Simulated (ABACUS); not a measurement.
Crystal: Si2Mo.

```xyz
3
Lattice="-1.6000 1.6000 3.9305 1.6000 -1.6000 3.9305 1.6000 1.6000 -3.9305" Properties=species:S:1:pos:R:3 pbc="T T T"
Mo    0.0000    0.0000    0.0000
Si    0.0000    0.0000    5.2433
Si    0.0000    0.0000    2.6177
```

Base run:

- Program: ABACUS 3.10.1
- Functional: PBE
- Potentials or basis: PseudoDojo NC SR 0.4.1 PBE standard
- Cutoff: 1102 eV
- Density cutoff: 4408 eV
- Basis: plane waves
- k mesh: 12 × 12 × 12
- Occupations: fermi-dirac, width 0.05 eV
- Spin: no spin polarisation

Its results: band gap on the k mesh none (metal or under the smearing width); pressure 2.3 GPa; largest force 0.275 eV/Å.

The run is repeated on the same cell with these changes: cutoff from 1102 eV to 1361 eV; density cutoff from 4408 eV to 5442 eV; basis from plane waves to DZP LCAO (the cutoffs set its grid). What comes out?

Band gap on the k mesh none (metal or under the smearing width); pressure 3.2 GPa; largest force 0.256 eV/Å.

Caveats: there are fewer bands than atomic start orbitals, so a level may be missed at k points of high symmetry (some runs); the atomic orbitals were generated for these runs and aren't a published set (some runs); the basis of atomic orbitals isn't converged, which shifts pressures, moduli and gaps (some runs).

Not every run made on this cell is shown here.
